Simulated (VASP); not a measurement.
# AlNi (P1) in VASP: single point with r2SCAN

Aim: the single point of AlNi with r2SCAN.

Everything below comes from runs of VASP 6.6.1. Logs are shortened: lines on timing, memory, paths and dates and some standing lists are left out, and cuts for length are marked.

### Step 1. Starting point

The typed cell holds 2 atoms: a = 2.881 Å, b = 2.881 Å, c = 2.881 Å, α = 90.00°, β = 90.00°, γ = 90.00°.

### Step 2. Single point, r2SCAN, collinear spin, typed start

The input, POSCAR:

```
AlNi
1.0
    2.8810000000      0.0000000000      0.0000000000
    0.0000000000      2.8810000000      0.0000000000
    0.0000000000      0.0000000000      2.8810000000
Al Ni
1 1
Direct
    0.0077397379     -0.0165113365     -0.0536574776
    0.5143411355      0.5406919900      0.4595220694
```

The input, INCAR.step1:

```
SYSTEM = AlNi
PREC = Accurate ; ENCUT = 520
ISMEAR = -1 ; SIGMA = 0.15
LREAL = .FALSE. ; LASPH = .TRUE.
NELM = 150 ; ISPIN = 2
MAGMOM = 0 1.5 ; LMAXMIX = 4
NBANDS = 18 ; GGA = PE
ALGO = Normal ; EDIFF = 1E-4
LWAVE = .TRUE. ; LCHARG = .FALSE.
```

The input, INCAR.step2:

```
SYSTEM = AlNi
PREC = Accurate ; ENCUT = 520
EDIFF = 1E-6 ; ISMEAR = -1
SIGMA = 0.15 ; LREAL = .FALSE.
LASPH = .TRUE. ; NELM = 150
ALGO = Normal ; ISIF = 2
LWAVE = .FALSE. ; LCHARG = .TRUE.
ISPIN = 2 ; MAGMOM = 0 1.5
LORBIT = 11 ; LMAXMIX = 4
METAGGA = R2SCAN ; LMIXTAU = .TRUE.
LELF = .TRUE. ; LVHAR = .TRUE.
NBANDS = 18 ; ISTART = 1
```

The input, KPOINTS:

```
Automatic mesh
0
G
  6 6 6
  0 0 0
```

Potentials or basis: VASP PAW PBE potentials, release 64 (Al, Ni).

On the command line:

```
cat potpaw_PBE.64/Al/POTCAR potpaw_PBE.64/Ni/POTCAR > POTCAR
cp INCAR.step1 INCAR
mpirun -np 1 vasp_std > vasp.out
cp INCAR.step2 INCAR
mpirun -np 1 vasp_std > vasp.out
```

OUTCAR:

```text
SYSTEM = AlNi
   PREC = Accurate
   ENCUT = 520
   EDIFF = 1E-6
   ISMEAR = -1
   LREAL = .FALSE.
   LASPH = .TRUE.
   NELM = 150
   ISIF = 2
   ISPIN = 2
   LORBIT = 11
   METAGGA = R2SCAN
   ISTART = 1

 ion  position               nearest neighbor table
   1  0.008  0.983  0.946-   2 2.37   2 2.39   2 2.42   2 2.44   2 2.56   2 2.58   2 2.60   2 2.63

   2  0.514  0.541  0.460-   1 2.37   1 2.39   1 2.42   1 2.44   1 2.56   1 2.58   1 2.60   1 2.63

  LATTYP: Found a simple cubic cell.
 ALAT       =     2.8810000000

  Lattice vectors:

 A1 = (   2.8810000000,   0.0000000000,   0.0000000000)
 A2 = (   0.0000000000,   2.8810000000,   0.0000000000)
 A3 = (   0.0000000000,   0.0000000000,   2.8810000000)

Analysis of symmetry for initial positions (statically):
=====================================================================
 Subroutine PRICEL returns:
 Original cell was already a primitive cell.

 Routine SETGRP: Setting up the symmetry group for a
 simple cubic supercell.

 Subroutine GETGRP returns: Found  1 space group operations
 (whereof  1 operations were pure point group operations)
 out of a pool of 48 trial point group operations.

The static configuration has the point symmetry C_1 .

Analysis of symmetry for dynamics (positions and initial velocities):
=====================================================================
 Subroutine PRICEL returns:
 Original cell was already a primitive cell.

 Routine SETGRP: Setting up the symmetry group for a
 simple cubic supercell.

 Subroutine GETGRP returns: Found  1 space group operations
 (whereof  1 operations were pure point group operations)
 out of a pool of 48 trial point group operations.

The dynamic configuration has the point symmetry C_1 .

Analysis of structural, dynamic, and magnetic symmetry:
=====================================================================
 Subroutine PRICEL returns:
 Original cell was already a primitive cell.

 Routine SETGRP: Setting up the symmetry group for a
 simple cubic supercell.

 Subroutine GETGRP returns: Found  1 space group operations
 (whereof  1 operations were pure point group operations)
 out of a pool of 48 trial point group operations.

The overall configuration has the point symmetry C_1 .

 Subroutine INISYM returns: Found  1 space group operations
 (whereof  1 operations are pure point group operations),
 and found     1 'primitive' translations

----------------------------------------------------------------------------------------

                                     Primitive cell

  volume of cell :      23.9128

  direct lattice vectors                    reciprocal lattice vectors
     2.881000000  0.000000000  0.000000000     0.347101701  0.000000000  0.000000000
     0.000000000  2.881000000  0.000000000     0.000000000  0.347101701  0.000000000
     0.000000000  0.000000000  2.881000000     0.000000000  0.000000000  0.347101701

  length of vectors
     2.881000000  2.881000000  2.881000000     0.347101701  0.347101701  0.347101701

  position of ions in fractional coordinates (direct lattice)
     0.007739738  0.983488663  0.946342522
     0.514341135  0.540691990  0.459522069

  ion indices of the primitive-cell ions
   primitive index   ion index
                 1           1
                 2           2

----------------------------------------------------------------------------------------

 KPOINTS: Automatic mesh

Automatic generation of k-mesh.
 Grid dimensions read from file:
 generate k-points for:    6    6    6

 Generating k-lattice:

  Cartesian coordinates                     Fractional coordinates (reciprocal lattice)
     0.057850283  0.000000000  0.000000000     0.166666667  0.000000000  0.000000000
     0.000000000  0.057850283  0.000000000     0.000000000  0.166666667  0.000000000
     0.000000000  0.000000000  0.057850283     0.000000000  0.000000000  0.166666667

  Length of vectors
     0.057850283  0.057850283  0.057850283

  Shift w.r.t. Gamma in fractional coordinates (k-lattice)
     0.000000000  0.000000000  0.000000000

 Subroutine IBZKPT returns following result:
 ===========================================

 Found    112 irreducible k-points:

 Following reciprocal coordinates:
            Coordinates               Weight
  0.000000  0.000000  0.000000      1.000000
  0.166667  0.000000  0.000000      2.000000
  0.000000  0.166667  0.000000      2.000000
  0.000000  0.000000  0.166667      2.000000
  0.333333  0.000000  0.000000      2.000000
  0.000000  0.333333  0.000000      2.000000
[... 16 lines left out ...]
  0.000000 -0.333333  0.166667      2.000000
 -0.166667  0.000000  0.333333      2.000000
 [... further k-points ...]
   k-points           NKPTS =    112   k-points in BZ     NKDIM =    112   number of bands    NBANDS=     18
   number of dos      NEDOS =    301   number of ions     NIONS =      2
   total plane-waves  NPLWV =  13824
   dimension x,y,z NGX =    24 NGY =   24 NGZ =   24
   dimension x,y,z NGXF=    48 NGYF=   48 NGZF=   48
   ions per type =               1   1
   NGX,Y,Z   is equivalent  to a cutoff of  13.85, 13.85, 13.85 a.u.
   NGXF,Y,Z  is equivalent  to a cutoff of  27.70, 27.70, 27.70 a.u.
 SYSTEM =  AlNi
   PREC   = accura    normal or accurate (medium, high low for compatibility)
   ISTART =      1    job   : 0-new  1-cont  2-samecut
   ICHARG =      0    charge: 1-file 2-atom 10-const
   ISPIN  =      2    spin polarized calculation?
   LNONCOLLINEAR =      F non collinear calculations
   LSORBIT =      F    spin-orbit coupling
   LASPH  =      T    aspherical Exc in radial PAW
   ENCUT  =  520.0 eV  38.22 Ry    6.18 a.u.   5.36  5.36  5.36*2*pi/ulx,y,z
   NELM   =    150;   NELMIN=  2; NELMDL=  0     # of ELM steps
   EDIFF  = 0.1E-05   stopping-criterion for ELM
   LREAL  =      F    real-space projection
   EDIFFG = 0.1E-04   stopping-criterion for IOM
   NSW    =      0    number of steps for IOM
   IBRION =     -1    ionic relax: 0-MD 1-quasi-New 2-CG
   NFREE  =      0    steps in history (QN), initial steepest desc. (CG)
   ISIF   =      2    stress and relaxation
   ISYM   =      2    0-nonsym 1-usesym 2-fastsym
   POTIM  = 0.5000    time-step for ionic-motion
   TEBEG  =    0.0;   TEEND  =   0.0 temperature during run
   PSTRESS=    0.0 pullay stress
   NELECT =      13.0000    total number of electrons
   NUPDOWN=      -1.0000    fix difference up-down
   EMIN   =  10.00;   EMAX   =-10.00  energy-range for DOS
   EFERMI =   0.00;   METHOD = LEGACY
   ISMEAR =    -1;   SIGMA  =   0.15  broadening in eV -4-tet -1-fermi 0-gaus
   EFERMI_NEDOS =   21; number of points for ismear=-14 and -15
   IALGO  =     38    algorithm
   IMIX   =      4    mixing-type and parameters
     AMIX     =   0.40;   BMIX     =  1.00
     AMIX_MAG =   1.60;   BMIX_MAG =  1.00
  volume/ion in A,a.u.               =      11.96        80.69
  Fermi-wavevector in a.u.,A,eV,Ry     =   1.336122  2.524904 24.289410  1.785221
  Thomas-Fermi vector in A             =   2.464773
   LORBIT       =     11    0 simple, 1 ext, 2 COOP (PROOUT), +10 PAW based schemes
   METAGGA = R2SCAN    functional components
   LHFCALC =     F    Hartree Fock is set to
   AEXX    =    0.0000 exact exchange contribution
   IVDW    =     0    specifies the selected vdW correction
   LEPSILON=     F    determine dielectric tensor
   LRPA    =     F    only Hartree local field effects (RPA)
 spin polarized calculation
  energy-cutoff  :      520.00
  volume of cell :       23.91
 maximum number of plane-waves:       659
 NGX is ok and might be reduce to    24
   NGX = 11   NGY = 11   NGZ = 11

 number of electron      13.0000006 magnetization      -0.0000001

 number of electron      13.0000006 magnetization       0.0000000

 Free energy of the ion-electron system (eV)
  ---------------------------------------------------
  ext. energy  EPLUGINS =         0.00000000
  ---------------------------------------------------
  free energy    TOTEN  =       -19.98032980 eV

  energy without entropy =      -19.90945388  energy(sigma->0) =      -19.94489184

 E-fermi :   9.9601     XC(G=0): -13.0063

 val. band max:        9.9416705400   @ k =   0.0000   0.3333   0.1667
 cond. band min:      10.2193325638   @ k =  -0.3333   0.1667   0.1667
 fundamental gap:      0.2776620238
 Fermi energy:         9.9600700598

 spin component 1

 k-point     1 :       0.0000    0.0000    0.0000
  band No.  band energies     occupation
      1      -1.8231      1.00000
      2       6.4745      1.00000
      3       6.5042      1.00000
      4       8.2055      0.99999
      5       8.2366      0.99999
      6       8.2388      0.99999
[... 10 lines left out ...]
     17      34.6959      0.00000
     18      34.7028      0.00000
[... 463 lines left out ...]
 k-point    24 :      -0.1667    0.0000    0.3333
  band No.  band energies     occupation
      1       0.7738      1.00000
      2       5.5480      1.00000
      3       6.8612      1.00000
      4       7.4733      1.00000
      5       7.7339      1.00000
      6       8.1267      1.00000
[... 10 lines left out ...]
     17      32.2139      0.00000
     18      36.1563      0.00000

 [... further k-points ...]

 spin component 2

 k-point     1 :       0.0000    0.0000    0.0000
  band No.  band energies     occupation
      1      -1.8231      1.00000
      2       6.4745      1.00000
      3       6.5042      1.00000
      4       8.2055      0.99999
      5       8.2366      0.99999
      6       8.2388      0.99999
[... 10 lines left out ...]
     17      34.6959      0.00000
     18      34.7028      0.00000
[... 463 lines left out ...]
 k-point    24 :      -0.1667    0.0000    0.3333
  band No.  band energies     occupation
      1       0.7738      1.00000
      2       5.5480      1.00000
      3       6.8612      1.00000
      4       7.4733      1.00000
      5       7.7339      1.00000
      6       8.1267      1.00000
[... 10 lines left out ...]
     17      32.2139      0.00000
     18      36.1563      0.00000

 [... further k-points ...]

------------------------ aborting loop because EDIFF is reached ----------------------------------------

  FORCE on cell =-STRESS in cart. coord.  units (eV):
  Direction    XX          YY          ZZ          XY          YZ          ZX
  --------------------------------------------------------------------------------------
  -------------------------------------------------------------------------------------
  Total       -0.0616451     -0.2854416     -0.0727491      0.0656056      0.1305571      0.0165319
  in kB       -4.1302767    -19.1248549     -4.8742584      4.3956386      8.7474471      1.1076524
  external PRESSURE =      -9.3764633 kB  Pullay stress =       0.0000000 kB

 VOLUME and BASIS-vectors are now :
 -----------------------------------------------------------------------------
  energy-cutoff  :      520.00
  volume of cell :       23.91
      direct lattice vectors                 reciprocal lattice vectors
     2.881000000  0.000000000  0.000000000     0.347101701  0.000000000  0.000000000
     0.000000000  2.881000000  0.000000000     0.000000000  0.347101701  0.000000000
     0.000000000  0.000000000  2.881000000     0.000000000  0.000000000  0.347101701

 POSITION                                       TOTAL-FORCE (eV/Angst)
 -----------------------------------------------------------------------------------
      0.02230      2.83343      2.72641         0.126709      1.009090      0.251657
      1.48182      1.55773      1.32388        -0.126709     -1.009090     -0.251657
 -----------------------------------------------------------------------------------
    total drift:                               -0.000808     -0.001213      0.000088

  FREE ENERGIE OF THE ION-ELECTRON SYSTEM (eV)
  ---------------------------------------------------
  free  energy   TOTEN  =       -19.9803298024 eV

  energy  without entropy=      -19.9094538841  energy(sigma->0) =      -19.94489184

 total charge

# of ion       s       p       d       tot
------------------------------------------
    1        0.386   0.429   0.000   0.815
    2        0.493   0.546   8.486   9.524
--------------------------------------------------
tot          0.878   0.975   8.486  10.339

 magnetization (x)

# of ion       s       p       d       tot
------------------------------------------
    1        0.000   0.000   0.000   0.000
    2       -0.000  -0.000   0.000  -0.000
--------------------------------------------------
tot          0.000   0.000   0.000   0.000
```

It took 2.4 min on 1 thread of Intel Xeon Platinum 8488C (Sapphire Rapids), shared host; peak memory 0.21 GiB.

Results:

```yaml
Free_energy: -19.9803 eV
Pressure: -0.9 GPa
Largest_force: 1.048 eV/Å
Band_gap_on_the_k_mesh: none (metal or under the smearing width)
Net_moment: 0.00 μB per cell
Valence_electrons_inside_the_program's_atomic_spheres: Al 0.81; Ni 9.52
```

Forces on the atoms (eV/Å):
```
Al   0.127  1.009  0.252
Ni  -0.127 -1.009 -0.252
```

Stress tensor (GPa, compression positive):
```
-0.41  0.44  0.11
 0.44 -1.91  0.87
 0.11  0.87 -0.49
```

Levels at points of the mesh, in eV from the Fermi level:
Spin up:
| k point | band 4 | band 5 | band 6 | band 7 | band 8 | band 9 | band 10 | band 11 |
| --- | --- | --- | --- | --- | --- | --- | --- | --- |
| (0.00, 0.00, 0.00) | -1.75 | -1.72 | -1.72 | 5.81 | 5.83 | 5.85 | 8.35 | 8.39 |
| (0.50, 0.00, 0.00) | -2.48 | -2.44 | -1.64 | -0.78 | 8.63 | 10.50 | 10.62 | 11.36 |
| (0.00, 0.50, 0.00) | -2.44 | -2.44 | -1.66 | -0.75 | 8.65 | 10.37 | 10.38 | 11.64 |
| (0.00, 0.00, 0.50) | -2.48 | -2.44 | -1.64 | -0.78 | 8.63 | 10.49 | 10.61 | 11.37 |
| (0.50, 0.50, 0.00) | -3.01 | -2.31 | -2.27 | -1.15 | 1.50 | 2.58 | 13.26 | 15.56 |
| (0.00, 0.50, 0.50) | -3.00 | -2.31 | -2.27 | -1.15 | 1.50 | 2.58 | 13.26 | 15.60 |
| (0.50, 0.00, 0.50) | -3.23 | -2.19 | -2.19 | -1.16 | 1.46 | 2.59 | 13.33 | 15.10 |
| (0.50, 0.50, 0.50) | -1.13 | -1.12 | 1.88 | 1.89 | 2.00 | 3.93 | 4.60 | 4.61 |
Spin down:
```tsv
k point	band 3	band 4	band 5	band 6	band 7	band 8	band 9	band 10	band 11	band 12
(0.00, 0.00, 0.00)	-3.46	-1.75	-1.72	-1.72	5.81	5.83	5.85	8.35	8.39	14.76
(0.50, 0.00, 0.00)	-2.96	-2.48	-2.44	-1.64	-0.78	8.63	10.50	10.62	11.36	11.55
(0.00, 0.50, 0.00)	-2.98	-2.44	-2.44	-1.66	-0.75	8.65	10.37	10.38	11.64	11.65
(0.00, 0.00, 0.50)	-2.96	-2.48	-2.44	-1.64	-0.78	8.63	10.49	10.61	11.37	11.56
(0.50, 0.50, 0.00)	-3.18	-3.01	-2.31	-2.27	-1.15	1.50	2.58	13.26	15.56	15.66
(0.00, 0.50, 0.50)	-3.18	-3.00	-2.31	-2.27	-1.15	1.50	2.58	13.26	15.60	15.72
(0.50, 0.00, 0.50)	-3.24	-3.23	-2.19	-2.19	-1.16	1.46	2.59	13.33	15.10	15.10
(0.50, 0.50, 0.50)	-4.38	-1.13	-1.12	1.88	1.89	2.00	3.93	4.60	4.61	5.07
```

Caveat: the k mesh is coarse (spacing up to 0.36 Å⁻¹), so the values aren't converged; the starting moments collapsed, and a magnetic state may lie lower; the PAW data sets were made with another functional, which shifts forces and pressure a little.
